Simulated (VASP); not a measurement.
# Pb, relaxation of the cell: which settings are enough?

Pb, Fm-3m (no. 225), 1 atom in the cell. PBEsol; PAW potentials Pb_d (PBE set). VASP 6.6.1. The cell is changed on purpose: volume scaled by 0.95.

Wanted: cell volume within 0.05 %; lattice lengths within 0.03 %; shortest distances from each atom, periodic images included within 0.002 Å.

What the run is for: cell; Accuracy asked: tight.

The series start from Plane-wave cutoff (eV): 360; Smearing width (eV): 0.1; k-point mesh: 11 × 11 × 11; Relaxation passes: 2; Ionic threshold (EDIFFG): -0.005; Electronic threshold (eV): 1e-6; Precision mode (PREC): Accurate; Relaxation algorithm: IBRION=2 POTIM=0.5. Each series keeps the choices made before it, and each single choice may use up half of a tolerance. Times cover all steps of a run.

## Plane-wave cutoff (eV)

| Plane-wave cutoff (eV) | Cell volume (Å³) | Lattice lengths, largest deviation against the largest value | Shortest distances from each atom, periodic images included, largest deviation (Å) | Time (s) |
|---|---|---|---|---|
| 240 | 29.39 | 0.62 % | 0.0216 | 15 |
| 280 | 29.78 | 0.19 % | 0.0066 | 20 |
| 310 | 29.5 | 0.5 % | 0.0175 | 15 |
| 360 | 29.71 | 0.27 % | 0.0094 | 25 |
| 420 | 29.94 | 0.013 % | 0.0005 | 16 |
| 500 | 29.92 | 0.036 % | 0.0013 | 32 |
| 620 (reference) | 29.95 | 0 % | 0.0000 | 35 |

Chosen: 620; the next looser run is off by more than half of the tolerance, so convergence isn't shown beyond this value.

## Smearing width (eV)

| Smearing width (eV) | Cell volume (Å³) | Lattice lengths, largest deviation against the largest value | Shortest distances from each atom, periodic images included, largest deviation (Å) | Time (s) |
|---|---|---|---|---|
| 0.4 | 29.89 | 0.06 % | 0.0021 | 31 |
| 0.3 | 29.86 | 0.093 % | 0.0032 | 30 |
| 0.2 | 29.89 | 0.065 % | 0.0023 | 29 |
| 0.15 | 29.92 | 0.03 % | 0.0010 | 26 |
| 0.1 | 29.95 | 0.0029 % | 0.0001 | 35 |
| 0.05 (reference) | 29.95 | 0 % | 0.0000 | 29 |

Chosen: 0.1, the loosest value from which every tighter one stays within half of the tolerance.

## k-point mesh

| k-point mesh | Cell volume (Å³) | Lattice lengths, largest deviation against the largest value | Shortest distances from each atom, periodic images included, largest deviation (Å) | Time (s) |
|---|---|---|---|---|
| 4 × 4 × 4 | 29.67 | 0.37 % | 0.0129 | 12 |
| 5 × 5 × 5 | 29.71 | 0.32 % | 0.0110 | 14 |
| 7 × 7 × 7 | 30.3 | 0.33 % | 0.0115 | 17 |
| 8 × 8 × 8 | 30.16 | 0.18 % | 0.0064 | 22 |
| 11 × 11 × 11 | 29.95 | 0.054 % | 0.0019 | 35 |
| 13 × 13 × 13 (reference) | 30 | 0 % | 0.0000 | 42 |

Chosen: 13 × 13 × 13; the next looser run is off by more than half of the tolerance, so convergence isn't shown beyond this value.

## Relaxation passes

| Relaxation passes | Cell volume (Å³) | Lattice lengths, largest deviation against the largest value | Shortest distances from each atom, periodic images included, largest deviation (Å) | Time (s) |
|---|---|---|---|---|
| 1 | 30 | 0 % | 0.0000 | 28 |
| 2 | 30 | 0 % | 0.0000 | 42 |
| 3 (reference) | 30 | 0 % | 0.0000 | 45 |

Chosen: 1.

## Ionic threshold (EDIFFG)

| Ionic threshold (EDIFFG) | Cell volume (Å³) | Lattice lengths, largest deviation against the largest value | Shortest distances from each atom, periodic images included, largest deviation (Å) | Time (s) |
|---|---|---|---|---|
| -0.05 | 30 | 0.027 % | 0.0009 | 28 |
| -0.02 | 30 | 0.027 % | 0.0009 | 28 |
| -0.01 | 30 | 0.027 % | 0.0009 | 27 |
| -0.005 | 30 | 0.027 % | 0.0009 | 28 |
| -0.002 (reference) | 30.02 | 0 % | 0.0000 | 40 |

Chosen: -0.002; the next looser run is off by more than half of the tolerance, so convergence isn't shown beyond this value.

## Electronic threshold (eV)

| Electronic threshold (eV) | Cell volume (Å³) | Lattice lengths, largest deviation against the largest value | Shortest distances from each atom, periodic images included, largest deviation (Å) | Time (s) |
|---|---|---|---|---|
| 0.0001 | 29.97 | 0.032 % | 0.0011 | 76 |
| 1e-5 | 29.98 | 0.019 % | 0.0007 | 29 |
| 1e-6 | 30.02 | 0.026 % | 0.0009 | 40 |
| 1e-7 (reference) | 30 | 0 % | 0.0000 | 34 |

Chosen: 1e-7; the next looser run is off by more than half of the tolerance, so convergence isn't shown beyond this value.

## Precision mode (PREC)

| Precision mode (PREC) | Cell volume (Å³) | Lattice lengths, largest deviation against the largest value | Shortest distances from each atom, periodic images included, largest deviation (Å) | Time (s) |
|---|---|---|---|---|
| Normal | 30 | 0.0011 % | 0.0000 | 20 |
| Accurate (reference) | 30 | 0 % | 0.0000 | 34 |

Chosen: Normal.

## Relaxation algorithm

| Relaxation algorithm | Cell volume (Å³) | Lattice lengths, largest deviation against the largest value | Shortest distances from each atom, periodic images included, largest deviation (Å) | Time (s) |
|---|---|---|---|---|
| IBRION=2 POTIM=0.5 | 30 | 0 % | 0.0000 | 20 |
| IBRION=2 POTIM=0.2 | 30 | 0.0023 % | 0.0001 | 20 |
| IBRION=1 POTIM=0.5 | 30 | 0.0037 % | 0.0001 | 20 |
| IBRION=1 POTIM=0.2 | 30 | 0.0017 % | 0.0001 | 21 |

Chosen: IBRION=2 POTIM=0.5; no other choice that stays within half of the tolerance saves 30 % of the time.

## All choices together

| Input | Cell volume (Å³) | Lattice lengths, largest deviation against the largest value | Shortest distances from each atom, periodic images included, largest deviation (Å) | Time (s) |
|---|---|---|---|---|
| the program's defaults (naive) | 29.01 | 1.1 % | 0.0394 | 3.1 |
| chosen settings | 30 | 0.011 % | 0.0004 | 20 |
| reference settings throughout | 30.01 | 0 % | 0.0000 | 53 |

The chosen settings stay within the tolerance of the reference run, but the reference itself isn't shown to be converged in: Plane-wave cutoff (eV), k-point mesh, Ionic threshold (EDIFFG), Electronic threshold (eV).

Values of the reference run: Lattice lengths: 3.488, 3.488, 3.488 Å; Shortest distances from each atom, periodic images included: 3.488, 3.488, 3.488, 3.488 Å.

## The input

INCAR.step1:
```
SYSTEM = Pb
GGA = PS
ISMEAR = 1
SIGMA = 0.1
LWAVE = .False.
LCHARG = .False.
NSW = 80
PREC = Normal
LASPH = .True.
LREAL = .False.
ALGO = Normal
EDIFF = 1E-7
NELM = 120
GGA_COMPAT = .False.
IBRION = 2
ISIF = 3
EDIFFG = -0.002
NELMIN = 4
ENCUT = 620
KPAR = 2
POTIM = 0.5
```

INCAR.step2, as INCAR.step1 but for:
```
- NSW = 80
- IBRION = 2
- ISIF = 3
- EDIFFG = -0.002
- NELMIN = 4
- POTIM = 0.5
+ ISIF = 2
```

KPOINTS:
```
Automatic mesh
0
Gamma
  13 13 13
  0 0 0
```

POSCAR.step1:
```
Pb
1.0
    0.0000000000      2.4330624029      2.4330624029
    2.4330624029      0.0000000000      2.4330624029
    2.4330624029      2.4330624029      0.0000000000
Pb
1
Direct
    0.0000000000      0.0000000000      0.0000000000
```

Commands (each step's output is kept before the next begins):
```
cat potpaw_PBE.64/Pb_d/POTCAR > POTCAR
cp INCAR.step1 INCAR
cp POSCAR.step1 POSCAR
mpirun -np 2 vasp_std > vasp.out
cp CONTCAR POSCAR
cp INCAR.step2 INCAR
mpirun -np 2 vasp_std > vasp.out
```

The chosen input took VASP 6.6.1 20 s on 2 cores (Intel Xeon 6975P-C (Granite Rapids)), a shared host.

## An input that fails: cell relaxed at a low cutoff

VASP's message: Orbital orthonormalization failed in the inversion of matrix LAPACK: Routine ZPOTRF failed! kpoint: 1 spin: 1 Possible solutions for this issue are: - Please check whether the atoms are too close to each other. - Decreasing POTIM might help during relaxations or MDs. - Deleting CHGCAR or WAVECAR if incompatible with the structure. - Try calculating without symmetrizing (ISYM = 0 or ISYM = -1). ….

Changes against the starting input:
```
(all steps)
- PREC = Accurate
- NELM = 120
- ENCUT = 360
+ PREC = Low
+ NELM = 79
+ ENCUT = 170
```
